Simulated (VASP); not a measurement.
## Te: relaxation of cell and atoms with PBEsol

Crystal: Te.

```
Te
1.0
     4.60135    0.00000    0.00000
    -2.30068    3.98489    0.00000
     0.00000    0.00000    5.90006
Te
3
Direct
  0.25670 0.00000 0.33333
  0.00000 0.25670 0.66667
  0.74330 0.74330 0.00000
```

```
Program                : VASP 6.6.1
Task                   : relaxation of cell and atoms
Functional             : PBEsol
Potentials or basis    : VASP PAW PBE potentials, release 64 (Te)
Cutoff                 : 580 eV
k mesh                 : 9 × 9 × 6
Occupations            : gaussian, width 0.1 eV
Spin                   : no spin polarisation
Further INCAR settings : ALGO = Normal; EDIFF = 1e-07; IBRION = 2; EDIFFG = -0.005; NSW = 90; ISIF = 3
```

| Quantity | Value |
| --- | --- |
| Relaxed volume | 32.02 Å³/atom |
| Relaxed cell | a = 4.312 Å, b = 4.312 Å, c = 5.966 Å, α = 90.00°, β = 90.00°, γ = 120.00° |
| Space group after relaxing (to 0.05 Å) | P3_121 (No. 152) |
| Energy gained by relaxing | 38.2 meV/atom |
| Ionic steps | 15 |
| Pressure after relaxing | 0.0 GPa |
| Band gap on the k mesh | none (metal or under the smearing width) |

Step by step:
| step | energy change (eV) | largest force (eV/Å) | pressure (GPa) | volume (Å³) |
| --- | --- | --- | --- | --- |
| 1 | 0.0000 | 0.1672 | -1.55 | 108.18 |
| 2 | -0.0283 | 0.4463 | 0.49 | 102.80 |
| 3 | -0.0283 | 0.4331 | 0.39 | 103.04 |
| 4 | -0.0592 | 0.3532 | 0.42 | 101.05 |
| 5 | -0.1041 | 0.1641 | 1.22 | 95.14 |
| 6 | -0.0963 | 0.1117 | -1.72 | 99.37 |
| 7 | -0.1135 | 0.0360 | -0.11 | 96.90 |
| 8 | -0.1135 | 0.0383 | -0.08 | 96.86 |
| 9 | -0.1139 | 0.0313 | -0.06 | 96.68 |
| 10 | -0.1146 | 0.0105 | 0.03 | 96.14 |
| 11 | -0.1146 | 0.0065 | 0.03 | 96.03 |
| 12 | -0.1146 | 0.0045 | 0.04 | 95.98 |
| 13 | -0.1146 | 0.0055 | 0.05 | 96.00 |
| 14 | -0.1145 | 0.0123 | -0.12 | 96.23 |
| 15 | -0.1146 | 0.0009 | 0.01 | 96.06 |

Final structure:
```
CELL_PARAMETERS angstrom
4.31173 0.00000 0.00000
-2.15587 3.73407 0.00000
0.00000 0.00000 5.96640
ATOMIC_POSITIONS crystal
Te 0.28470 0.00000 0.33333
Te 0.00000 0.28470 0.66667
Te 0.71530 0.71530 0.00000
```

Levels at points of the mesh, in eV from the Fermi level:
| k point | band 7 | band 8 | band 9 | band 10 | band 11 | band 12 |
| --- | --- | --- | --- | --- | --- | --- |
| (0.00, 0.00, 0.00) | -1.81 | -1.81 | -1.16 | 0.96 | 0.96 | 1.66 |
| (0.00, 0.00, 0.50) | -1.29 | -0.87 | -0.87 | 0.22 | 0.28 | 0.28 |

It took 4 min on 1 thread of Intel(R) Xeon(R) 6975P-C (Granite Rapids), with other jobs on the host, peak memory 0.31 GiB.

Caveat: the PAW data sets were made with another functional, which shifts forces and pressure a little. The run has no spin-orbit coupling, so splittings on Te are missing.
